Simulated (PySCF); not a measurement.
Isomers of C6H8.

All values: PBE0/def2-SVPD (PySCF) at PBE0-D3(BJ)/def2-SVP geometries, gas phase, one conformer each. Core orbitals are frozen in the response; Δα² is half the sum of the squared differences of the principal polarisabilities. Dipoles and anisotropies that the point group forbids are given as zero.

Question: Rank by HOMO–LUMO gap, highest first.
A. `C#C[C@@H]1C[C@@H]1C`
B. `[CH2:1]=[CH:2]/[CH:3]=[CH:4]/[CH:5]=[CH2:6]` with C1–C2–C3–C4 180°, C3–C4–C5–C6 180°
C. `C1CC1(C#C)C`
D. bicyclo[3.1.0]hex-2-ene, `C1C[C@@H]2C[C@@H]2C=1`
E. `C=C1CCC1=C`

Answer: C (7.94 eV), A (7.77 eV), D (6.97 eV), E (5.43 eV), B (4.78 eV).

Question: Rank by polarisability anisotropy Δα, lowest first.
A. `C=C1CCC1=C`
B. `C#CC1(C)CC1`
C. `C1=C[C@H]2C[C@H]2C1` (bicyclo[3.1.0]hex-2-ene)
D. `[CH2:1]=[CH:2]/[CH:3]=[CH:4]/[CH:5]=[CH2:6]` with C1–C2–C3–C4 180°, C3–C4–C5–C6 180° (hexatriene)
E. `C1[C@@H]([C@@H]1C#C)C`

Answer: C (2.46 Å³), B (3.92 Å³), E (4.16 Å³), A (5.66 Å³), D (16.76 Å³).

Question: Rank by mean static polarisability, lowest first.
A. bicyclo[3.1.0]hex-2-ene, `C1=C[C@H]2C[C@H]2C1`
B. `C#CC1(C)CC1`
C. `C=C1CCC1=C`
D. `[CH2:1]=[CH:2]/[CH:3]=[CH:4]/[CH:5]=[CH2:6]` with C1–C2–C3–C4 180°, C3–C4–C5–C6 180°

Answer: A (9.59 Å³), B (10.26 Å³), C (10.98 Å³), D (13.88 Å³).

All values together:

| SMILES | μ (D) | HOMO (eV) | LUMO (eV) | α (Å³) | Δα (Å³) | ΔSCF removal energy (eV) |
| --- | --- | --- | --- | --- | --- | --- |
| C=C1CCC1=C | 0.50 | -6.56 | -1.12 | 10.98 | 5.66 | 8.44 |
| C1=C[C@H]2C[C@H]2C1 | 0.32 | -6.62 | 0.35 | 9.59 | 2.46 | 8.64 |
| C#C[C@@H]1C[C@@H]1C | 1.00 | -7.14 | 0.63 | 10.23 | 4.16 | 9.17 |
| C1=CCCC=C1 | 0.50 | -6.15 | -0.77 | 10.24 | 4.01 | 8.10 |
| C#CC1(C)CC1 | 0.87 | -7.12 | 0.82 | 10.26 | 3.92 | 9.13 |
| C=C/C=C/C=C | 0.00 | -6.27 | -1.49 | 13.88 | 16.76 | 8.02 |

Conformers: `[CH:1]1=[CH:2][CH2:3][CH2:4][CH:5]=[CH:6]1` with C1–C2–C3–C4 31°, C2–C3–C4–C5 -44°, C3–C4–C5–C6 31°, C2–C1–C6–C5 -15°; `[CH2:1]=[CH:2]/[CH:3]=[CH:4]/[CH:5]=[CH2:6]` with C1–C2–C3–C4 180°, C3–C4–C5–C6 180°.

Question: By how much does the ΔSCF value exceed −ε(HOMO) over the species that have both?

Answer: By 1.75 to 2.03 eV, 1.94 eV on average, over 6 species.
